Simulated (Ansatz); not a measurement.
# CuSn3: the cost of one run

Program: Ansatz 0.2.0. Level of theory: DFT PBE, scalar-relativistic, plane waves, PAW. These are calculated values, not measurements.

**1. The structure to begin with**

It takes space group P4/mmm (No. 123, tetragonal). Conventional cell: a = 3.249 Å, b = 3.249 Å, c = 9.189 Å, α = 90.00°, β = 90.00°, γ = 90.00°. Cu (site symmetry 4/mmm) has 8 Sn at 3.25 Å and 4 Cu at 3.25 Å as nearest neighbours. Sn (site symmetry 4mm) has 4 Cu at 3.25 Å and 8 Sn at 3.25 Å as nearest neighbours. Sn (site symmetry 4/mmm) has 12 Sn at 3.25 Å as nearest neighbours.

As a file:

```xyz
4
Lattice="3.2488 0.0000 0.0000 0.0000 3.2488 0.0000 0.0000 0.0000 9.1891" Properties=species:S:1:pos:R:3 pbc="T T T"
Cu    1.6244    1.6244    4.5946
Sn    0.0000    0.0000    6.8918
Sn    1.6244    1.6244    0.0000
Sn    0.0000    0.0000    2.2973
```

The start is an ordering of an alloy on its end members' structure types: elements ordered on the sites of the Ni type, Cu/Sn on Ni (P4/mmm, No. 123).

**2. A first look at the guess**

input.yaml

```yaml
crystal:
  lattice:
    - [3.24883798, 0.0, 0.0]
    - [0.0, 3.24883798, 0.0]
    - [0.0, 0.0, 9.18910146]
  atoms:
    - { symbol: Cu, position: [0.5, 0.5, 0.5] }
    - { symbol: Sn, position: [0.0, 0.0, 0.75] }
    - { symbol: Sn, position: [0.5, 0.5, 0.0] }
    - { symbol: Sn, position: [0.0, 0.0, 0.25] }
basis:
  ecutwfc: 420
kpoints:
  mp_grid: { grid: [6, 6, 2] }
hamiltonian:
  xc: pbe
scf:
  occupations: { method: gaussian, width: 0.1 }
  lower_state_search: "off"
output:
  forces: true
  stress: true
  eigenvalues: true
```

On the command line:

```console
> ansatz run input.yaml --threads 1 --pin off --max-ram 2560MiB --backend cpu --events-out ev --progress --plain --runs-dir out
```

**Question.** How long does this run take on 1 thread of Intel Xeon at 2.70GHz, shared host, and how much memory does it need?

About 3.9 s, with a peak of 0.4 GiB.
